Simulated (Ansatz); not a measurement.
## Si: strain and displacement

```yaml
crystal:
  lattice:
    - [-2.25100, 2.36850, 1.27500]
    - [2.25100, -2.36850, 1.27500]
    - [2.25100, 2.36850, -1.27500]
  atoms:
    - { symbol: Si, position: [0.80700, 0.55700, 0.25000] }
    - { symbol: Si, position: [0.19300, 0.44300, 0.75000] }
```

Atom numbers follow the list: Si1, Si2.

The geometry is COD entry 9011656, unchecked; take it as a test cell.

Computed with DFT, PBE, all-electron LAPW, scalar-relativistic in Ansatz 0.2.0.

Sampling and basis: a Γ-centred 16×16×16 k mesh, Fermi–Dirac smearing of 0.05 eV, basis error target 0.5 meV/atom, no spin polarisation.

The unchanged cell is at 15.74 GPa.

In a metal, stresses and small energies carry noise from the k mesh.

x, y and z are the Cartesian axes of the cell as listed; fractional coordinates follow a strain, and an engineering shear is twice the off-diagonal strain component.

Problem. One change gave: energy change +4 meV/atom; stress change (xx, yy, zz, yz, xz, xy) -0.13, 0.29, -0.12, 1.58, 1.17, 1.63 GPa, compression positive; change of the force on Si1 (-0.061, 0.027, 0.000) eV/Å. Which change was it?
A. equal xy, yz and zx engineering shear strains of -3 %
B. equal xy, yz and zx engineering shear strains of +3 %
C. equal xy, yz and zx engineering shear strains of -2 %
D. equal xy, yz and zx engineering shear strains of +1 %
E. equal xy, yz and zx engineering shear strains of -1 %
F. equal xy, yz and zx engineering shear strains of +2 %

Solution. C. For equal xy, yz and zx engineering shear strains of +1 %: energy change under 1 meV/atom; stress change (xx, yy, zz, yz, xz, xy) -0.12, 0.14, -0.01, -0.75, -0.48, -0.79 GPa, compression positive; change of the force on Si1 (0.033, -0.014, 0.000) eV/Å. For equal xy, yz and zx engineering shear strains of +3 %: energy change +8 meV/atom; stress change (xx, yy, zz, yz, xz, xy) 0.06, 0.36, -0.40, -2.13, -1.22, -2.07 GPa, compression positive; change of the force on Si1 (0.096, -0.039, -0.007) eV/Å. For equal xy, yz and zx engineering shear strains of -3 %: energy change +9 meV/atom; stress change (xx, yy, zz, yz, xz, xy) 0.04, 0.43, -0.33, 2.51, 2.04, 2.59 GPa, compression positive; change of the force on Si1 (-0.102, 0.045, -0.003) eV/Å. For equal xy, yz and zx engineering shear strains of -1 %: energy change under 1 meV/atom; stress change (xx, yy, zz, yz, xz, xy) -0.14, 0.14, 0.02, 0.73, 0.45, 0.77 GPa, compression positive; change of the force on Si1 (-0.028, 0.012, 0.001) eV/Å. For equal xy, yz and zx engineering shear strains of +2 %: energy change +4 meV/atom; stress change (xx, yy, zz, yz, xz, xy) -0.18, 0.40, -0.19, -1.38, -0.72, -1.42 GPa, compression positive; change of the force on Si1 (0.063, -0.024, -0.003) eV/Å.
